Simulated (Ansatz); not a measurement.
Seebeck coefficient (μV/K, mean over directions) of p-type AlSb (F-43m) against carrier density, PBEsol with spin-orbit coupling, rigid bands in Ansatz (an electronic-structure program). Computed gap 0.93 eV; densities at which minority carriers matter at this gap, or further valleys turn the trend, are left out. Conductivity mass 0.39 mₑ (harmonic mean over directions), N_v = 1.3e19 cm⁻³ at 300 K.

```csv
hole density,300 K,500 K
1e17 cm⁻³,630,704
1e18 cm⁻³,[?],506
3e18 cm⁻³,339,[?]
1e19 cm⁻³,[?],311
3e19 cm⁻³,159,223
1e20 cm⁻³,90,140
3e20 cm⁻³,53,87
1e21 cm⁻³,32,52
```

Q: Complete the blanks.

A: 
- 1e18 cm⁻³, 300 K: 432
- 3e18 cm⁻³, 500 K: 412
- 1e19 cm⁻³, 300 K: 240

Rigid bands with a gap fixed in temperature, one relaxation time for all states, no polarons or phonon drag, and whether or not such doping can be reached.
